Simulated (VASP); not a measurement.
A run of VASP 6.6.1 is set up as follows.

The input INCAR:

```
  PREC = Accurate
  ENCUT = 600
  EDIFF = 1E-6
  ISMEAR = 1
  SIGMA = 0.1
  LREAL = False
  LASPH = True
  NELM = 80
  ALGO = Normal
  ISIF = 3
  LWAVE = False
  LCHARG = False
  GGA = PS
  IBRION = 2
  NSW = 90
  EDIFFG = -0.01
```

File KPOINTS:

```
regular mesh
0
Gamma
  16 16 16
```

Contents of POSCAR:

```
In
1.0
   -1.6254700000      1.6254700000      2.4737000000
    1.6254700000     -1.6254700000      2.4737000000
    1.6254700000      1.6254700000     -2.4737000000
In
1
Direct
    0.0000000000      0.0000000000      0.0000000000
```

Potentials or basis: VASP PAW PBE potentials, release 64 (In_d).

The run is started by

```sh
$ cat potpaw_PBE.64/In_d/POTCAR > POTCAR
$ mpirun -np 1 vasp_std > vasp.out
```

Q: What does it give for the band gap on the k mesh?

A: None (metal or under the smearing width).

Q: Predict the space group after relaxing (to 0.05 Å).

A: I4/mmm (No. 139).

Q: What does it give for the relaxed volume?

A: 25.55 Å³/atom.

Q: Predict the relaxed cell.

A: a = 3.352 Å, b = 3.352 Å, c = 3.352 Å, α = 122.52°, β = 122.52°, γ = 85.69°.

The path:
```
step  energy change (eV)  largest force (eV/Å)  pressure (GPa)  volume (Å³)
   1              0.0000                0.0000           -0.98        26.14
   2             -0.0019                0.0000            0.02        25.54
   3             -0.0019                0.0000            0.00        25.55
   4             -0.0019                0.0000           -0.01        25.55
```

Caveat: the PAW data sets were made with another functional, which shifts forces and pressure a little.
